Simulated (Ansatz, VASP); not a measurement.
**One calculation of CdTe, two programs**

File POSCAR:

```
CdTe
1.0
    0.0000000000      3.0447500000      3.0447500000
    3.0447500000      0.0000000000      3.0447500000
    3.0447500000      3.0447500000      0.0000000000
Cd Te
1 1
Direct
    0.0000000000      0.0000000000      0.0000000000
    0.7500000000      0.7500000000      0.7500000000
```

Contents of INCAR.step1:

```
SYSTEM = CdTe
ALGO = Normal ; EDIFF = 1E-4
ENCUT = 520 ; GGA = PE
ISMEAR = 0 ; LASPH = .True.
LCHARG = .False. ; LREAL = .False.
LWAVE = .True. ; NBANDS = 16
NELM = 60 ; PREC = Accurate
SIGMA = 0.05
```

INCAR.step2

```
SYSTEM = CdTe
ALGO = Normal ; EDIFF = 1E-7
ENCUT = 520 ; ISIF = 2
ISMEAR = 0 ; ISTART = 1
LASPH = .True. ; LCHARG = .False.
LMIXTAU = .True. ; LREAL = .False.
LWAVE = .False. ; METAGGA = R2SCAN
NBANDS = 16 ; NELM = 60
PREC = Accurate ; SIGMA = 0.05
```

KPOINTS

```
k-points
0
Gamma
  8 8 8
  0 0 0
```

Input for Ansatz:

```yaml
crystal:
  lattice:
    - [0.0, 3.04475, 3.04475]
    - [3.04475, 0.0, 3.04475]
    - [3.04475, 3.04475, 0.0]
  atoms:
    - { symbol: Cd, position: [0.0, 0.0, 0.0] }
    - { symbol: Te, position: [0.75, 0.75, 0.75] }
basis:
  ecutwfc: 500
kpoints:
  mp_grid: { grid: [8, 8, 8] }
hamiltonian:
  xc: r2scan
scf:
  occupations: { method: gaussian, width: 0.05 }
output:
  forces: true
  stress: true
  eigenvalues: true
```

Change from the starting cell: strain -0.050 along x and y, -0.050 along z, atoms carried along.

Alike in both runs: task single point; functional r2SCAN; k mesh 8 × 8 × 8; occupations gaussian, width 0.05 eV; no spin polarisation.

|  | VASP | Ansatz |
| --- | --- | --- |
| version | VASP 6.6.1 | Ansatz 0.2.0 |
| potentials or method | VASP PAW PBE potentials, release 64 (Cd, Te) | scalar-relativistic, plane waves, PAW |
| plane-wave cutoff (eV) | 520 | 500 |
| valence electrons in the cell | 18 | 36 |

|  | VASP | Ansatz | Ansatz less VASP |
| --- | --- | --- | --- |
| gap on the k mesh at the Fermi level (eV) | 1.90 | 1.89 | -0.009 |
| least direct gap on the mesh (eV) | 1.90 | 1.89 | -0.009 |
| pressure (GPa) | 15.3 | 15.0 | -0.27 |

The two sets of potentials don't hold the same shells in valence.

Caveats: so large a pressure means that the cell lies far from this level's equilibrium, or that cutoff or potentials fall short (VASP); the potentials were made for another functional, which shifts forces and pressure (VASP); spin-orbit coupling is left out, which moves the levels of the heavy elements. A k mesh can miss the band edges.
